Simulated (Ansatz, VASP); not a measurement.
## Two plane-wave programs on PtSe4

```
Se Pt
1.0
     3.76031    0.00000    0.00000
    -1.88015    3.25652    0.00000
     0.00000    0.00000   22.19003
Se Pt
4 1
Direct
  0.33333 0.66667 0.33799
  0.66667 0.33333 0.44285
  0.33333 0.66667 0.55715
  0.66667 0.33333 0.66201
  0.00000 0.00000 0.50000
```

Alike in both runs: task single point; functional PBEsol; k mesh 9 × 9 × 1; occupations gaussian, width 0.1 eV; no spin polarisation.

|  | VASP | Ansatz |
| --- | --- | --- |
| version | VASP 6.6.1 | Ansatz 0.2.0 |
| potentials or method | VASP PAW PBE potentials, release 64 (Se, Pt) | scalar-relativistic, plane waves, PAW |
| plane-wave cutoff (eV) | 520 | 420 |
| valence electrons in the cell | 34 | 82 |

|  | VASP | Ansatz | Ansatz less VASP |
| --- | --- | --- | --- |
| gap on the k mesh at the Fermi level (eV) | none | none | - |
| rms of the force components (eV/Å) | 0.433 | 0.428 | -0.0047 |

A gap of «none» marks a metal or a gap that the smearing closes. With one functional, cell and mesh, what is left measures potentials, basis and numerics. The two sets of potentials don't hold the same shells in valence. Ansatz warned: «xc_potential_rough_in_thin_density».

Caveats: the PAW data sets were made with another functional, which shifts forces and pressure a little (VASP). Spin-orbit coupling is left out, which matters for the levels of Pt.
